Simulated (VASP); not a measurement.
# BeS in VASP: one cell, several levels of theory

BeS built on the rocksalt prototype, under +2.0 % shear in the xy plane is computed at one geometry. Runs: PBE, r2SCAN. The results are then set beside those of Ansatz 0.2.0 for the same cell. This is a trial cell built on a prototype, not taken from a measured structure, and it needn't be the compound's ground state.

Program: VASP 6.6.1. PAW datasets, plane waves. No spin polarisation. The prototype was imposed, so other structures may be more stable.

### Step 1. The system as given

The cell comes from an earlier relaxation with r2SCAN in another program, then strained, with the atoms relaxed again.

Space group Immm (No. 71), orthorhombic; conventional cell a = 3.244 Å, b = 3.310 Å, c = 4.635 Å, 12.44 Å³ an atom. Be has 6 S at 2.32 Å; S has 6 Be at 2.32 Å.

Coordinates:

```
CELL_PARAMETERS angstrom
0.02317 2.31730 2.31730
2.31730 0.02317 2.31730
2.34047 2.34047 0.00000
ATOMIC_POSITIONS crystal
Be 0.00000 0.00000 0.00000
S 0.50000 0.50000 0.50000
```

### Step 2. PBE at this geometry

The input, INCAR:

```
ENCUT = 520.000000
SIGMA = 0.020000
EDIFF = 1.00e-07
GGA = PE
PREC = Accurate
IBRION = -1
ISIF = 2
ISMEAR = -1
NBANDS = 11
NELM = 120
NSW = 0
LASPH = .TRUE.
LCHARG = .FALSE.
LWAVE = .FALSE.
LREAL = .FALSE.
```

The input, KPOINTS:

```
KPOINTS created by Atomic Simulation Environment
0
Gamma
10 10 10
0 0 0
```

The input, KPOINTS_OPT:

```
special points
8
Reciprocal
0.0000000000 0.0000000000 0.0000000000 1
0.5000000000 0.0000000000 0.5000000000 1
0.6250000000 0.2500000000 0.6250000000 1
0.3750000000 0.3750000000 0.7500000000 1
0.5000000000 0.5000000000 0.5000000000 1
0.5000000000 0.2500000000 0.7500000000 1
0.1458330000 0.1458330000 0.2916670000 1
0.5000000000 0.5000000000 0.0000000000 1
```

The input, POSCAR:

```
Be S
 1.0000000000000000
     0.0231729720000000    2.3172971968999998    2.3172971968999998
     2.3172971968999998    0.0231729720000000    2.3172971968999998
     2.3404701689000000    2.3404701689000000    0.0000000000000000
 Be  S
   1   1
Cartesian
  0.0000000000000000  0.0000000000000000  0.0000000000000000
  2.3404701688999996  2.3404701688999991  2.3172971968999994
```

The run uses the recommended PBE PAW datasets (8 valence electrons a neutral cell).

On the command line:

```
> mpirun -np 1 vasp_std
```

Standard output, without the iteration lines:

```text
POSCAR found type information on POSCAR BeS
 POSCAR found :  2 types and       2 ions
 LDA part: xc-table for (Slater+PW92), standard interpolation
 POSCAR, INCAR and KPOINTS ok, starting setup
 FFT: planning ... GRIDC
 FFT: planning ... GRID_SOFT
 FFT: planning ... GRID
 WAVECAR not read
 entering main loop
 Start KPOINTS_OPT (optional k-point list driver)
k-point batch [1-8\8]
```

OSZICAR:

```text
N       E                     dE             d eps       ncg     rms          rms(c)
DAV:   1     0.186771833216E+02    0.18677E+02   -0.39329E+03  3810   0.632E+02
DAV:   2    -0.791542870691E+01   -0.26593E+02   -0.25144E+02  5032   0.113E+02
DAV:   3    -0.896181150787E+01   -0.10464E+01   -0.10439E+01  4785   0.215E+01
DAV:   4    -0.896690408181E+01   -0.50926E-02   -0.50913E-02  4678   0.179E+00
DAV:   5    -0.896693568599E+01   -0.31604E-04   -0.31603E-04  4872   0.134E-01    0.638E+00
DAV:   6    -0.889131400082E+01    0.75622E-01   -0.18542E-01  4388   0.178E+00    0.428E+00
DAV:   7    -0.889043093862E+01    0.88306E-03   -0.64572E-02  4860   0.122E+00    0.162E+00
DAV:   8    -0.889096578488E+01   -0.53485E-03   -0.60915E-03  4346   0.373E-01    0.292E-01
DAV:   9    -0.889094918270E+01    0.16602E-04   -0.15759E-04  4480   0.805E-02    0.525E-02
DAV:  10    -0.889096258701E+01   -0.13404E-04   -0.20325E-05  4421   0.266E-02    0.695E-03
DAV:  11    -0.889096329678E+01   -0.70977E-06   -0.43433E-06  4591   0.110E-02    0.311E-03
DAV:  12    -0.889096326767E+01    0.29109E-07   -0.14558E-07  4107   0.260E-03
   1 F= -.88909633E+01 E0= -.88909633E+01  d E =-.159874E-11
       N       E                     dE             ncg
DAV:   1     0.301203368139E+04   -0.19432E+04      176
DAV:   2     0.278772545737E+04   -0.22431E+03      249
DAV:   3     0.277893226413E+04   -0.87932E+01      223
DAV:   4     0.277888959028E+04   -0.42674E-01      229
DAV:   5     0.277888920944E+04   -0.38084E-03      228
DAV:   6     0.277888920790E+04   -0.15422E-05      243
DAV:   7     0.277888920790E+04   -0.11983E-08      211
```

The lines after F= are the extra pass for the points of KPOINTS_OPT, at fixed density; their E is not a total energy.

Parts of OUTCAR:

```text
k-points           NKPTS =    171   k-points in BZ     NKDIM =    171   number of bands    NBANDS=     11

   NELECT =       8.0000    total number of electrons

   dimension x,y,z NGX =    24 NGY =   24 NGZ =   28
   dimension x,y,z NGXF=    48 NGYF=   48 NGZF=   56

  energy-cutoff  :      520.00
  volume of cell :       24.88
      direct lattice vectors                 reciprocal lattice vectors
     0.023172972  2.317297197  2.317297197    -0.217948093  0.217948093  0.215768612
     2.317297197  0.023172972  2.317297197     0.217948093 -0.217948093  0.215768612
     2.340470169  2.340470169  0.000000000     0.213632289  0.213632289 -0.215768612

 k-points in reciprocal lattice and weights: KPOINTS created by Atomic Simulation Env
   0.00000000  0.00000000  0.00000000       0.001
   0.10000000  0.00000000  0.00000000       0.004
   0.20000000  0.00000000  0.00000000       0.004
   0.30000000  0.00000000  0.00000000       0.004
   0.40000000 -0.00000000  0.00000000       0.004
   0.50000000  0.00000000  0.00000000       0.002
   0.10000000  0.10000000  0.00000000       0.002
   0.20000000  0.10000000  0.00000000       0.004
[... 163 more k-points ...]

 E-fermi :   7.1439

 k-point     1 :       0.0000    0.0000    0.0000
  band No.  band energies     occupation
      1      -8.4934      2.00000
      2       6.1484      2.00000
      3       6.2928      2.00000
      4       6.4471      2.00000
      5      11.8660      0.00000
      6      15.2210      0.00000
      7      15.4426      0.00000
      8      15.6408      0.00000
      9      16.1505      0.00000
     10      16.1779      0.00000
     11      16.2190      0.00000

 k-point     2 :       0.1000    0.0000    0.0000
  band No.  band energies     occupation
      1      -8.3431      2.00000
      2       5.4706      2.00000
      3       6.1083      2.00000
      4       6.2982      2.00000
      5      12.2289      0.00000
      6      14.7212      0.00000
      7      14.7586      0.00000
      8      15.0988      0.00000
      9      15.7914      0.00000
     10      16.0389      0.00000
     11      16.6274      0.00000

 k-point     3 :       0.2000    0.0000    0.0000
  band No.  band energies     occupation
      1      -7.9078      2.00000
      2       3.5905      2.00000
      3       6.0270      2.00000
      4       6.1878      2.00000
      5      11.9968      0.00000
      6      13.0285      0.00000
      7      13.0827      0.00000
      8      15.7004      0.00000
      9      16.8550      0.00000
     10      17.0776      0.00000
     11      17.1823      0.00000

 k-point     4 :       0.3000    0.0000    0.0000
  band No.  band energies     occupation
      1      -7.2486      2.00000
      2       1.6326      2.00000
      3       5.9731      2.00000
      4       6.1013      2.00000
      5      11.2876      0.00000
      6      11.6314      0.00000
      7      11.7326      0.00000
      8      16.4607      0.00000
      9      18.2977      0.00000
     10      18.5589      0.00000
     11      18.9352      0.00000

 k-point     5 :       0.4000   -0.0000    0.0000
  band No.  band energies     occupation
      1      -6.5386      2.00000
      2       0.0713      2.00000
      3       5.9701      2.00000
      4       6.0692      2.00000
      5      10.7160      0.00000
      6      10.7197      0.00000
      7      10.9098      0.00000
      8      16.6536      0.00000
      9      20.3506      0.00000
     10      20.6234      0.00000
     11      21.0450      0.00000

 k-point     6 :       0.5000    0.0000    0.0000
  band No.  band energies     occupation
      1      -6.1880      2.00000
      2      -0.5729      2.00000
      3       5.9800      2.00000
      4       6.0667      2.00000
      5      10.3929      0.00000
      6      10.4618      0.00000
      7      10.6815      0.00000
      8      16.6947      0.00000
      9      22.0031      0.00000
     10      22.2701      0.00000
     11      22.4377      0.00000

 k-point     7 :       0.1000    0.1000    0.0000
  band No.  band energies     occupation
      1      -8.2961      2.00000
      2       5.6902      2.00000
      3       5.7417      2.00000
      4       6.0557      2.00000
      5      12.6354      0.00000
      6      13.5823      0.00000
      7      14.5955      0.00000
      8      15.4117      0.00000
      9      15.5485      0.00000
     10      17.1224      0.00000
     11      17.3182      0.00000

 k-point     8 :       0.2000    0.1000    0.0000
  band No.  band energies     occupation
      1      -7.9571      2.00000
      2       4.2386      2.00000
      3       5.4158      2.00000
      4       6.0255      2.00000
      5      12.0514      0.00000
      6      12.9429      0.00000
      7      14.5311      0.00000
      8      14.7546      0.00000
      9      16.0284      0.00000
     10      17.7673      0.00000
     11      18.2180      0.00000

 k-point     9 :       0.3000    0.1000    0.0000
  band No.  band energies     occupation
      1      -7.3680      2.00000
      2       2.3348      2.00000
      3       5.2409      2.00000
      4       5.8469      2.00000
      5      10.9270      0.00000
      6      12.3578      0.00000
      7      13.3128      0.00000
      8      15.8062      0.00000
      9      16.7370      0.00000
     10      19.3092      0.00000
     11      19.4514      0.00000

 k-point    10 :       0.4000    0.1000    0.0000
  band No.  band energies     occupation
      1      -6.6516      2.00000
      2       0.6363      2.00000
      3       5.2726      2.00000
      4       5.5070      2.00000
      5      10.2899      0.00000
      6      11.8920      0.00000
      7      12.0527      0.00000
      8      17.0522      0.00000
      9      17.7224      0.00000
     10      21.2290      0.00000
     11      21.3293      0.00000

 k-point    11 :       0.5000    0.1000    0.0000
  band No.  band energies     occupation
      1      -6.1260      2.00000
      2      -0.3642      2.00000
      3       5.1465      2.00000
      4       5.5100      2.00000
      5      10.1435      0.00000
      6      11.1626      0.00000
      7      11.7519      0.00000
      8      17.1679      0.00000
      9      19.8901      0.00000
     10      22.1391      0.00000
     11      22.7588      0.00000

[... the tables of k-points 12 to 171 left out ...]

  Total       -0.0607316     -0.0607316     -0.0732117     -0.3589616      0.0000000      0.0000000
  in kB       -3.9101499     -3.9101499     -4.7136739    -23.1114309      0.0000000      0.0000000
  external PRESSURE =      -4.1779912 kB  Pullay stress =       0.0000000 kB

 POSITION                                       TOTAL-FORCE (eV/Angst)
 -----------------------------------------------------------------------------------
      0.00000      0.00000      0.00000        -0.000000     -0.000000      0.000000
      2.34047      2.34047      2.31730         0.000000      0.000000     -0.000000
 -----------------------------------------------------------------------------------
    total drift:                               -0.000000     -0.000000      0.000000

  FREE ENERGIE OF THE ION-ELECTRON SYSTEM (eV)
  ---------------------------------------------------
  free  energy   TOTEN  =        -8.8909632677 eV

  energy  without entropy=       -8.8909632677  energy(sigma->0) =       -8.89096327
```

Hardware: 1 MPI rank of Intel Xeon Platinum 8488C, shared host.

The levels at the points of KPOINTS_OPT are read from vasprun.xml.

Levels at the named points, in eV from the top of band v (v: the last filled band by count, c: the next):

| point | v−1 | v | c | c+1 |
| --- | --- | --- | --- | --- |
| Γ | -0.43 | -0.27 | 5.15 | 8.50 |
| X | -3.29 | -3.29 | 0.86 | 4.22 |
| U | -5.27 | -2.61 | 2.13 | 7.40 |
| K | -5.34 | -2.44 | 2.25 | 7.18 |
| L | -0.62 | -0.52 | 3.80 | 3.97 |
| W | -5.54 | -4.06 | 4.78 | 5.39 |

The PBE gap is 0.84 eV and indirect ((0.15, 0.15, 0.29) to (0.50, 0.50, 0.00)), with 3.95 eV as the least direct one. The pressure is -0.42 GPa; the forces vanish within 0.01 eV/Å.

(Part 1 of 2 ends here.)
